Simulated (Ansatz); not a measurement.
TiO2:

```xyz
12
Lattice="-2.9732 3.2874 3.2874 2.9732 -3.2874 3.2874 2.9732 3.2874 -3.2874" Properties=species:S:1:pos:R:3 pbc="T T T"
Ti    1.4866   -1.6437    1.6437
Ti    1.4866    1.6437   -1.6437
Ti    0.0000    1.6437    1.6124
Ti    2.9732    1.6437    1.6750
O     1.4875    1.6437    2.9263
O     1.4857    4.9311   -0.3611
O     0.0000    0.3609    4.9286
O     2.9732   -0.3609    1.6412
O     0.0000    3.6483    1.6462
O     1.4875   -1.6437    3.6485
O     2.9732    2.9264   -1.6412
O     1.4857    1.6437    0.3611
```

The cell is a database's computed one.

```yaml
Program: Ansatz 0.2.0
Task: relaxation of cell and atoms
Functional: BLYP
Potentials_or_basis: Ansatz PAW
Cutoff: "420 eV (not typed: the program's choice for these potentials)"
k_mesh: 6 × 6 × 6
Occupations: fermi-dirac, width 0.05 eV
Spin: no spin polarisation
```

At the start: volume 10.71 Å³/atom.

**Question.** How do energy, volume and symmetry change on relaxing?

**Answer.** It ends after 7 steps and the volume is 10.92 Å³/atom (+1.9 %); space group P4_2/mnm (No. 136, to 0.05 Å).

Step by step:
| step | energy change (eV) | largest force (eV/Å) | volume (Å³) |
| --- | --- | --- | --- |
| 1 | 0.0000 | 0.0328 | 128.52 |
| 2 | -0.0172 | 0.0254 | 130.24 |
| 3 | -0.0161 | 0.0233 | 130.84 |
| 4 | -0.0162 | 0.0018 | 130.88 |
| 5 | -0.0303 | 0.0019 | 130.88 |
| 6 | -0.0297 | 0.0015 | 131.02 |
| 7 | -0.0305 | 0.0015 | 131.02 |

Final structure:
```
Ti O
1.0
    -2.98483    3.31237    3.31287
     2.98483   -3.31237    3.31287
     2.98483    3.31237   -3.31287
Ti O
4 8
Direct
  0.00000 0.50000 0.00000
  0.00000 0.00000 0.50000
  0.49859 0.24859 0.25000
  0.50141 0.75141 0.75000
  0.69445 0.69477 0.50032
  0.69445 0.19413 0.99968
  0.80539 0.74985 0.05554
  0.19430 0.74985 0.44446
  0.80570 0.25015 0.55554
  0.30555 0.80587 0.00032
  0.19461 0.25015 0.94446
  0.30555 0.30523 0.49968
```

Caveat: the plane-wave basis is chosen anew once the cell has moved, so the energies of steps on either side of that aren't comparable; the pressure holds a Pulay correction of +0.9 GPa for the finite cutoff; the PAW data sets come from PBE, with cores solved anew for the run's functional, which leaves a small shift of forces and pressure.
